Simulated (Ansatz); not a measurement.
# Rh across functionals

```xyz
1
Lattice="-1.5352 1.5352 1.5352 1.5352 -1.5352 1.5352 1.5352 1.5352 -1.5352" Properties=species:S:1:pos:R:3 pbc="T T T"
Rh    0.0000    0.0000    0.0000
```

The structure comes from a relaxation in the same program, started in the bcc type, and has space group Im-3m. Whether it is a known phase or the ground state wasn't checked.

Spin polarisation is left out, and whether a magnetic state lies lower isn't shown here.

One fixed cell is solved with several functionals by frozen-core PAW in Ansatz 0.2.0, scalar-relativistically. A positive pressure means that the functional wants a larger cell.

The PAW files were made with PBE; their cores are remade for each functional.

Numerical set-up: a Γ-centred 16×16×16 k mesh, Fermi–Dirac smearing of 0.05 eV, cutoff 420 eV, no spin polarisation.

Cutoffs: PBE 420 eV, LDA 420 eV, PBEsol 420 eV, r²SCAN 500 eV.

| setting | P (GPa) | lowest level at Γ above −25 eV, from the valence-band top or, without a gap, the Fermi level (eV) |
| --- | --- | --- |
| PBE | 0.01 | -7.41 |
| LDA | ? | -7.51 |
| PBEsol | -9.89 | -7.50 |
| r²SCAN | ? | -7.54 |

(1) Give the missing entry: row "r²SCAN", column "P (GPa)".

(2) Give the missing entry: row "LDA", column "P (GPa)".

Results:

(1) -6.14.

(2) -15.52.
